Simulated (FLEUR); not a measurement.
Runs of FLEUR MaX-R8.1 (later development tree) on Ru. Symmetry: P6_3/mmc, No. 194, hexagonal system. The conventional cell has a = 2.706 Å, b = 2.706 Å, c = 4.282 Å, α = 90.00°, β = 90.00°, γ = 120.00°. Ru (site symmetry -6m2) is surrounded by 12 Ru at 2.65 to 2.71 Å. 

```tsv
task	level	spin	k mesh	gmax	muffin-tin radii	lmax	inpgen profile	max iterations	kmax	mesh quality	V0 of scaled cells (Å³/atom)	B0 (GPa)
equation of state	PW91	off	11 × 11 × 6	13.5 1/bohr	Ru 2.25 bohr	Ru 9	-	-	4.36 1/bohr	not flagged	(a)	311
equation of state	PBE	off	11 × 11 × 6	22.5 1/bohr	Ru 2.25 bohr	Ru 9	moderate	-	4.5 1/bohr	not flagged	(c)	312
equation of state	revPBE	off	11 × 11 × 6	13.5 1/bohr	Ru 2.25 bohr	Ru 9	-	-	4.36 1/bohr	not flagged	13.91	300
equation of state	LDA	off	11 × 11 × 6	13.5 1/bohr	Ru 2.25 bohr	Ru 9	-	-	4.36 1/bohr	not flagged	13.09	(b)
equation of state	MJW	off	11 × 11 × 6	13.5 1/bohr	Ru 2.25 bohr	Ru 9	-	-	4.36 1/bohr	not flagged	13.13	366
```

Alike in all rows: potentials or basis all-electron, FLAPW; cell as given; smearing fermi-dirac 0.05 eV.

Task: Estimate the missing entries.

Result: (a) 13.79; (b) 368; (c) 13.77.

Caveats: the cell was scaled at fixed shape and fractional positions, which overstates the stiffness of a crystal with free parameters, most of all of layers and chains.

Not every run made on this cell is shown here.
